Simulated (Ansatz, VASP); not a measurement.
Ca in VASP and in Ansatz

```
Ca
1.0
    -2.19049    2.19049    2.19049
     2.19049   -2.19049    2.19049
     2.19049    2.19049   -2.19049
Ca
1
Direct
  0.00000 0.00000 0.00000
```

This isn't the form of Ca at room conditions, which is fcc.

Alike in both runs: functional PBE; k mesh 14 × 14 × 14; occupations gaussian, width 0.1 eV; no spin polarisation.

Ansatz relaxed the structure, and its values are those at the end. VASP's run is a single point on that final structure, the one shown.

|  | VASP | Ansatz |
| --- | --- | --- |
| version | VASP 6.6.1 | Ansatz 0.2.0 |
| potentials or method | VASP PAW PBE potentials, release 64 (Ca_sv) | scalar-relativistic, plane waves, PAW |
| plane-wave cutoff (eV) | 520 | 420 |
| valence electrons in the cell | 10 | 10 |

|  | VASP | Ansatz | Ansatz less VASP |
| --- | --- | --- | --- |
| gap on the k mesh at the Fermi level (eV) | none | none | - |
| pressure (GPa) | 0.1 | 0.0 | -0.02 |

A gap of «none» marks a metal or a gap that the smearing closes. The functional is the same, so the differences come from potentials, cutoffs and numerics.
